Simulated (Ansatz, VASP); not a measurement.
Two plane-wave programs on Se

Contents of INCAR:

```
SYSTEM = Se
PREC = Accurate ; ENCUT = 520
EDIFF = 1E-6 ; ISMEAR = 0
SIGMA = 0.02 ; LREAL = .False.
LASPH = .True. ; NELM = 60
ALGO = Normal ; ISIF = 2
LWAVE = .False. ; LCHARG = .True.
GGA = PE ; LELF = .True.
LVHAR = .True. ; NBANDS = 16
```

KPOINTS

```
regular mesh
0
Gamma
  7 7 6
  0 0 0
```

Contents of POSCAR:

```
Se
1.0
    4.3662000000      0.0000000000      0.0000000000
   -2.1831000000      3.7812401180      0.0000000000
    0.0000000000      0.0000000000      4.9536000000
Se
3
Cartesian
    1.6910292600      2.9289485954      0.0000000000
   -0.4920707400      0.8522915226      3.3024000002
    0.9841414800      0.0000000000      1.6511999998
```

input.yaml

```yaml
crystal:
  lattice:
    - [4.3662, 0.0, 0.0]
    - [-2.1831, 3.781240118, 0.0]
    - [0.0, 0.0, 4.9536]
  atoms:
    - { symbol: Se, position: [0.7746, 0.7746, 0.0] }
    - { symbol: Se, position: [0.0, 0.2254, 0.6666666667] }
    - { symbol: Se, position: [0.2254, 0.0, 0.3333333333] }
hamiltonian:
  xc: pbe
  pseudopotentials: { kind: paw }
kpoints:
  mp_grid: { grid: [7, 7, 6] }
scf:
  occupations: { method: gaussian, width: 0.02 }
output:
  forces: true
  stress: true
  eigenvalues: true
```

Alike in both runs: task single point; functional PBE; k mesh 7 × 7 × 6; occupations gaussian, width 0.02 eV; no spin polarisation.

|  | VASP | Ansatz |
| --- | --- | --- |
| version | VASP 6.6.1 | Ansatz 0.2.0 |
| potentials or method | VASP PAW PBE potentials, release 64 (Se) | Ansatz PAW |
| plane-wave cutoff (eV) | 520 | 420 |
| valence electrons in the cell | 18 | 48 |

```csv
,VASP,Ansatz,Ansatz less VASP
gap on the k mesh at the Fermi level (eV),1.21,1.21,0.000
least direct gap on the mesh (eV),1.47,1.48,+0.012
pressure (GPa),2.9,2.8,-0.13
largest component of the traceless stress (GPa),1.22,1.18,-0.047
rms of the force components (eV/Å),0.251,0.232,-0.0189
```

Atom by atom the forces differ by 0.019 eV/Å (rms over components). The functional is the same, so the differences come from potentials, cutoffs and numerics. The two sets of potentials don't hold the same shells in valence.

Caveats: an odd mesh through Γ misses points on the zone boundary, where band edges often lie (VASP); odd divisions of the mesh miss points on the zone boundary, where band edges often lie, so the gap on the mesh can be too wide (Ansatz). PBE gaps usually lie below the measured ones, often by a third to a half.
